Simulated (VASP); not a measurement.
# HgSe (F-43m) in VASP: band structure with PBEsol

Aim: the band structure of HgSe with PBEsol.

Everything below comes from runs of VASP 6.6.1. Logs are shortened: lines on timing, memory, paths and dates and some standing lists are left out, and cuts for length are marked.

## Step 1: The crystal as given

Symmetry: F-43m, No. 216, cubic system. The conventional cell has a = 6.146 Å, b = 6.146 Å, c = 6.146 Å, α = 90.00°, β = 90.00°, γ = 90.00°. Hg (site symmetry -43m) has 4 Se at 2.66 Å as nearest neighbours. Around Se (site symmetry -43m) lie 4 Hg at 2.66 Å.

## Step 2: Band structure, PBEsol

File INCAR:

```
SYSTEM = HgSe
PREC     = Accurate       ! precision mode
ENCUT    = 520            ! plane-wave cutoff, eV
EDIFF    = 1E-6           ! SCF threshold, eV
ISMEAR   = 0              ! smearing method
SIGMA    = 0.03           ! smearing width, eV
LREAL    = .False.        ! projectors in reciprocal space
LASPH    = .True.         ! aspherical terms in the spheres
NELM     = 80             ! most SCF steps
ALGO     = Normal         ! electronic algorithm
ISIF     = 2              ! what is computed and relaxed
LWAVE    = .False.        ! write WAVECAR
LCHARG   = .False.        ! write CHGCAR
GGA      = PS             ! functional
NBANDS   = 16             ! bands
ICORELEVEL= 1
```

File KPOINTS:

```
Automatic mesh
0
Gamma
  10 10 10
  0 0 0
```

File POSCAR:

```
HgSe                                    
1.0
    0.0000000000      3.0728100866      3.0728100866
    3.0728100866      0.0000000000      3.0728100866
    3.0728100866      3.0728100866      0.0000000000
  Hg              Se            
     1     1
Direct
     0.0000000000000000    0.0000000000000000    0.0000000000000000
     0.2500000000000000    0.2500000000000000    0.2500000000000000
```

File KPOINTS_OPT:

```
explicit points
109
Reciprocal
 0.0000000000  0.0000000000  0.0000000000 1
 0.0555555556  0.0000000000  0.0555555556 1
 0.1111111111  0.0000000000  0.1111111111 1
 0.1666666667  0.0000000000  0.1666666667 1
 0.2222222222  0.0000000000  0.2222222222 1
 0.2777777778  0.0000000000  0.2777777778 1
 0.3333333333  0.0000000000  0.3333333333 1
 0.3888888889  0.0000000000  0.3888888889 1
 0.4444444444  0.0000000000  0.4444444444 1
 0.5000000000  0.0000000000  0.5000000000 1
 0.5000000000  0.0000000000  0.5000000000 1
 0.5000000000  0.0277777778  0.5277777778 1
 0.5000000000  0.0555555556  0.5555555556 1
 0.5000000000  0.0833333333  0.5833333333 1
 0.5000000000  0.1111111111  0.6111111111 1
 0.5000000000  0.1388888889  0.6388888889 1
 0.5000000000  0.1666666667  0.6666666667 1
 0.5000000000  0.1944444444  0.6944444444 1
 0.5000000000  0.2222222222  0.7222222222 1
 0.5000000000  0.2500000000  0.7500000000 1
 0.5000000000  0.2500000000  0.7500000000 1
 0.4861111111  0.2638888889  0.7500000000 1
 0.4722222222  0.2777777778  0.7500000000 1
 0.4583333333  0.2916666667  0.7500000000 1
 0.4444444444  0.3055555556  0.7500000000 1
 0.4305555556  0.3194444444  0.7500000000 1
 0.4166666667  0.3333333333  0.7500000000 1
 0.4027777778  0.3472222222  0.7500000000 1
 0.3888888889  0.3611111111  0.7500000000 1
 0.3750000000  0.3750000000  0.7500000000 1
 0.3750000000  0.3750000000  0.7500000000 1
 0.3333333333  0.3333333333  0.6666666667 1
 0.2916666667  0.2916666667  0.5833333333 1
 0.2500000000  0.2500000000  0.5000000000 1
 0.2083333333  0.2083333333  0.4166666667 1
 0.1666666667  0.1666666667  0.3333333333 1
 0.1250000000  0.1250000000  0.2500000000 1
 0.0833333333  0.0833333333  0.1666666667 1
 0.0416666667  0.0416666667  0.0833333333 1
 0.0000000000  0.0000000000  0.0000000000 1
 0.0000000000  0.0000000000  0.0000000000 1
 0.0555555556  0.0555555556  0.0555555556 1
 0.1111111111  0.1111111111  0.1111111111 1
 0.1666666667  0.1666666667  0.1666666667 1
 0.2222222222  0.2222222222  0.2222222222 1
 0.2777777778  0.2777777778  0.2777777778 1
 0.3333333333  0.3333333333  0.3333333333 1
 0.3888888889  0.3888888889  0.3888888889 1
 0.4444444444  0.4444444444  0.4444444444 1
 0.5000000000  0.5000000000  0.5000000000 1
 0.5000000000  0.5000000000  0.5000000000 1
 0.5138888889  0.4722222222  0.5138888889 1
 0.5277777778  0.4444444444  0.5277777778 1
 0.5416666667  0.4166666667  0.5416666667 1
 0.5555555556  0.3888888889  0.5555555556 1
 0.5694444444  0.3611111111  0.5694444444 1
 0.5833333333  0.3333333333  0.5833333333 1
 0.5972222222  0.3055555556  0.5972222222 1
 0.6111111111  0.2777777778  0.6111111111 1
 0.6250000000  0.2500000000  0.6250000000 1
 0.6250000000  0.2500000000  0.6250000000 1
 0.6111111111  0.2500000000  0.6388888889 1
 0.5972222222  0.2500000000  0.6527777778 1
 0.5833333333  0.2500000000  0.6666666667 1
 0.5694444444  0.2500000000  0.6805555556 1
 0.5555555556  0.2500000000  0.6944444444 1
 0.5416666667  0.2500000000  0.7083333333 1
 0.5277777778  0.2500000000  0.7222222222 1
 0.5138888889  0.2500000000  0.7361111111 1
 0.5000000000  0.2500000000  0.7500000000 1
 0.5000000000  0.2500000000  0.7500000000 1
 0.5000000000  0.2777777778  0.7222222222 1
 0.5000000000  0.3055555556  0.6944444444 1
 0.5000000000  0.3333333333  0.6666666667 1
 0.5000000000  0.3611111111  0.6388888889 1
 0.5000000000  0.3888888889  0.6111111111 1
 0.5000000000  0.4166666667  0.5833333333 1
 0.5000000000  0.4444444444  0.5555555556 1
 0.5000000000  0.4722222222  0.5277777778 1
 0.5000000000  0.5000000000  0.5000000000 1
 0.5000000000  0.5000000000  0.5000000000 1
 0.4861111111  0.4861111111  0.5277777778 1
 0.4722222222  0.4722222222  0.5555555556 1
 0.4583333333  0.4583333333  0.5833333333 1
 0.4444444444  0.4444444444  0.6111111111 1
 0.4305555556  0.4305555556  0.6388888889 1
 0.4166666667  0.4166666667  0.6666666667 1
 0.4027777778  0.4027777778  0.6944444444 1
 0.3888888889  0.3888888889  0.7222222222 1
 0.3750000000  0.3750000000  0.7500000000 1
 0.6250000000  0.2500000000  0.6250000000 1
 0.6111111111  0.2222222222  0.6111111111 1
 0.5972222222  0.1944444444  0.5972222222 1
 0.5833333333  0.1666666667  0.5833333333 1
 0.5694444444  0.1388888889  0.5694444444 1
 0.5555555556  0.1111111111  0.5555555556 1
 0.5416666667  0.0833333333  0.5416666667 1
 0.5277777778  0.0555555556  0.5277777778 1
 0.5138888889  0.0277777778  0.5138888889 1
 0.5000000000  0.0000000000  0.5000000000 1
 0.0000000000  0.0000000000  0.0000000000 1
 0.3750000000  0.3750000000  0.7500000000 1
 0.5000000000  0.5000000000  0.5000000000 1
 0.6250000000  0.2500000000  0.6250000000 1
 0.5000000000  0.2500000000  0.7500000000 1
 0.5000000000  0.0000000000  0.5000000000 1
 0.4000000000  0.0000000000  0.4000000000 1
 0.4250000000  0.0000000000  0.4250000000 1
 0.4500000000  0.0000000000  0.4500000000 1
```

Potentials or basis: VASP PAW PBE potentials, release 64 (Hg, Se).

On the command line:

```
$ cat potpaw_PBE.64/Hg/POTCAR potpaw_PBE.64/Se/POTCAR > POTCAR
$ mpirun -np 1 vasp_std > vasp.out
```

OUTCAR:

```text
SYSTEM = HgSe
   PREC = Accurate
   ENCUT = 520
   EDIFF = 1E-6
   ISMEAR = 0
   LREAL = .False.
   LASPH = .True.
   NELM = 80
   ISIF = 2
   GGA = PS

 ion  position               nearest neighbor table
   1  0.000  0.000  0.000-   2 2.66   2 2.66   2 2.66   2 2.66
   2  0.250  0.250  0.250-   1 2.66   1 2.66   1 2.66   1 2.66

  LATTYP: Found a face centered cubic cell.
 ALAT       =     6.1456201732

  Lattice vectors:

 A1 = (   0.0000000000,   3.0728100866,   3.0728100866)
 A2 = (   3.0728100866,   0.0000000000,   3.0728100866)
 A3 = (   3.0728100866,   3.0728100866,   0.0000000000)

Analysis of symmetry for initial positions (statically):
=====================================================================
 Subroutine PRICEL returns:
 Original cell was already a primitive cell.

 Routine SETGRP: Setting up the symmetry group for a
 face centered cubic supercell.

 Subroutine GETGRP returns: Found 24 space group operations
 (whereof 24 operations were pure point group operations)
 out of a pool of 48 trial point group operations.

The static configuration has the point symmetry T_d .

Analysis of symmetry for dynamics (positions and initial velocities):
=====================================================================
 Subroutine PRICEL returns:
 Original cell was already a primitive cell.

 Routine SETGRP: Setting up the symmetry group for a
 face centered cubic supercell.

 Subroutine GETGRP returns: Found 24 space group operations
 (whereof 24 operations were pure point group operations)
 out of a pool of 48 trial point group operations.

The dynamic configuration has the point symmetry T_d .

 Subroutine INISYM returns: Found 24 space group operations
 (whereof 24 operations are pure point group operations),
 and found     1 'primitive' translations

----------------------------------------------------------------------------------------

                                     Primitive cell

  volume of cell :      58.0279

  direct lattice vectors                    reciprocal lattice vectors
     0.000000000  3.072810087  3.072810087    -0.162717508  0.162717508  0.162717508
     3.072810087  0.000000000  3.072810087     0.162717508 -0.162717508  0.162717508
     3.072810087  3.072810087  0.000000000     0.162717508  0.162717508 -0.162717508

  length of vectors
     4.345609699  4.345609699  4.345609699     0.281834991  0.281834991  0.281834991

[... 81 lines left out ...]
   LREAL  =      F    real-space projection
   EDIFFG = 0.1E-04   stopping-criterion for IOM
   NSW    =      0    number of steps for IOM
   IBRION =     -1    ionic relax: 0-MD 1-quasi-New 2-CG
   NFREE  =      0    steps in history (QN), initial steepest desc. (CG)
   ISIF   =      2    stress and relaxation
   ISYM   =      2    0-nonsym 1-usesym 2-fastsym
   POTIM  = 0.5000    time-step for ionic-motion
   TEBEG  =    0.0;   TEEND  =   0.0 temperature during run
   PSTRESS=    0.0 pullay stress
   NELECT =      18.0000    total number of electrons
   NUPDOWN=      -1.0000    fix difference up-down
   EMIN   =  10.00;   EMAX   =-10.00  energy-range for DOS
   EFERMI =   0.00;   METHOD = LEGACY
   ISMEAR =     0;   SIGMA  =   0.03  broadening in eV -4-tet -1-fermi 0-gaus
   EFERMI_NEDOS =   21; number of points for ismear=-14 and -15
   IALGO  =     38    algorithm
   IMIX   =      4    mixing-type and parameters
     AMIX     =   0.40;   BMIX     =  1.00
     AMIX_MAG =   1.60;   BMIX_MAG =  1.00
  volume/ion in A,a.u.               =      29.01       195.80
  Fermi-wavevector in a.u.,A,eV,Ry     =   1.108205  2.094203 16.709552  1.228117
  Thomas-Fermi vector in A             =   2.244729
   LORBIT       =      0    0 simple, 1 ext, 2 COOP (PROOUT), +10 PAW based schemes
   GGA     = PS    functional components
   LHFCALC =     F    Hartree Fock is set to
   AEXX    =    0.0000 exact exchange contribution
   IVDW    =     0    specifies the selected vdW correction
   LEPSILON=     F    determine dielectric tensor
   LRPA    =     F    only Hartree local field effects (RPA)
 non-spin polarized calculation
 Gauss-broadening in eV      SIGMA  =   0.03
  energy-cutoff  :      520.00
  volume of cell :       58.03
 maximum number of plane-waves:      1588
   NGX = 17   NGY = 17   NGZ = 17

 number of electron      18.0000000 magnetization

 Free energy of the ion-electron system (eV)
  ---------------------------------------------------
  ext. energy  EPLUGINS =         0.00000000
  ---------------------------------------------------
  free energy    TOTEN  =        -4.81046076 eV

  energy without entropy =       -4.81041448  energy(sigma->0) =       -4.81043762

 the core state eigenenergies are
   1-  1s -83141.0533  2s -14728.6501  2p -12696.0789  3s  -3491.4180  3p  -2904.4616
       3d  -2288.1788  4s   -763.8346  4p   -571.4751  4d   -343.5823  4f    -90.9355
       5s   -113.1640  5p    -61.5124
   2-  1s -12496.2535  2s  -1599.7377  2p  -1406.0905  3s   -206.3757  3p   -145.8457
       3d    -46.0276

 E-fermi :   1.3247     XC(G=0):  -9.1105

 val. band max:        1.3155516611   @ k =   0.0000   0.0000   0.0000
 cond. band min:       1.7330221322   @ k =   0.1000   0.0000   0.0000
 fundamental gap:      0.4174704711
 Fermi energy:         1.3246887621

 k-point     1 :       0.0000    0.0000    0.0000
  band No.  band energies     occupation
      1     -11.9600      2.00000
      2      -5.6735      2.00000
      3      -5.6735      2.00000
      4      -5.6735      2.00000
      5      -4.9738      2.00000
      6      -4.9738      2.00000
[... 433 lines left out ...]
      3      -5.3294      2.00000
      4      -5.3072      2.00000
      5      -4.9214      2.00000
      6      -4.8944      2.00000
[... 8 lines left out ...]
     15      13.0552      0.00000
     16      14.5432      0.00000

 [... further k-points ...]
[... 5 lines left out ...]
  --------------------------------------------------------------------------------------
  -------------------------------------------------------------------------------------
  Total       -0.0148107     -0.0148107     -0.0148107      0.0000000     -0.0000000      0.0000000
  in kB       -0.4089311     -0.4089311     -0.4089311      0.0000000     -0.0000000      0.0000000
  external PRESSURE =      -0.4089311 kB  Pullay stress =       0.0000000 kB

 VOLUME and BASIS-vectors are now :
 -----------------------------------------------------------------------------
  energy-cutoff  :      520.00
  volume of cell :       58.03
      direct lattice vectors                 reciprocal lattice vectors
     0.000000000  3.072810087  3.072810087    -0.162717508  0.162717508  0.162717508
     3.072810087  0.000000000  3.072810087     0.162717508 -0.162717508  0.162717508
     3.072810087  3.072810087  0.000000000     0.162717508  0.162717508 -0.162717508

 POSITION                                       TOTAL-FORCE (eV/Angst)
 -----------------------------------------------------------------------------------
      0.00000      0.00000      0.00000         0.000000      0.000000      0.000000
      1.53641      1.53641      1.53641        -0.000000     -0.000000     -0.000000
 -----------------------------------------------------------------------------------
    total drift:                                0.000000      0.000000      0.000000

  FREE ENERGIE OF THE ION-ELECTRON SYSTEM (eV)
  ---------------------------------------------------
  free  energy   TOTEN  =        -4.8104607613 eV

  energy  without entropy=       -4.8104144821  energy(sigma->0) =       -4.81043762
```

Run time: 46 s. Hardware: 1 thread of Intel Xeon Platinum 8488C (Sapphire Rapids), shared host; peak memory 0.22 GiB.

What came out:

- Free energy: -4.8105 eV
- Pressure: 0.0 GPa
- Band gap along the path: none (metal or under the smearing width)

Levels at the corners of the path, in eV from the Fermi level:
```
point  band 6  band 7  band 8  band 9  band 10  band 11  band 12  band 13
    Γ   -6.30   -1.08   -0.01   -0.01    -0.01     5.45     5.45     5.45
    X   -5.96   -4.99   -2.21   -2.21     2.68     2.93     8.25     9.61
    X   -5.96   -4.99   -2.21   -2.21     2.68     2.93     8.25     9.61
    W   -5.73   -5.18   -2.63   -2.34     3.49     5.05     5.96     7.34
    W   -5.73   -5.18   -2.63   -2.34     3.49     5.05     5.96     7.34
    K   -5.81   -5.13   -2.79   -1.81     2.83     4.39     7.78     8.12
    K   -5.81   -5.13   -2.79   -1.81     2.83     4.39     7.78     8.12
    Γ   -6.30   -1.08   -0.01   -0.01    -0.01     5.45     5.45     5.45
    Γ   -6.30   -1.08   -0.01   -0.01    -0.01     5.45     5.45     5.45
    L   -6.00   -5.37   -0.93   -0.93     1.02     6.18     6.18     6.81
    L   -6.00   -5.37   -0.93   -0.93     1.02     6.18     6.18     6.81
    U   -5.81   -5.13   -2.79   -1.81     2.83     4.39     7.78     8.12
    U   -5.81   -5.13   -2.79   -1.81     2.83     4.39     7.78     8.12
    W   -5.73   -5.18   -2.63   -2.34     3.49     5.05     5.96     7.34
    W   -5.73   -5.18   -2.63   -2.34     3.49     5.05     5.96     7.34
    L   -6.00   -5.37   -0.93   -0.93     1.02     6.18     6.18     6.81
    L   -6.00   -5.37   -0.93   -0.93     1.02     6.18     6.18     6.81
    K   -5.81   -5.13   -2.79   -1.81     2.83     4.39     7.78     8.12
    U   -5.81   -5.13   -2.79   -1.81     2.83     4.39     7.78     8.12
    X   -5.96   -4.99   -2.21   -2.21     2.68     2.93     8.25     9.61
```

Core levels (eV, on the scale of the bands):
```csv
atom,levels
1 Hg,"1s -83141.1, 2s -14728.7, 2p -12696.1, 3s -3491.4, 3p -2904.5, 3d -2288.2, 4s -763.8, 4p -571.5, 4d -343.6, 4f -90.9, 5s -113.2, 5p -61.5"
2 Se,"1s -12496.3, 2s -1599.7, 2p -1406.1, 3s -206.4, 3p -145.8, 3d -46.0"
```

Caveat: the PAW data sets were made with another functional, which shifts forces and pressure a little; spin-orbit coupling is left out, which moves the levels of the heavy elements.
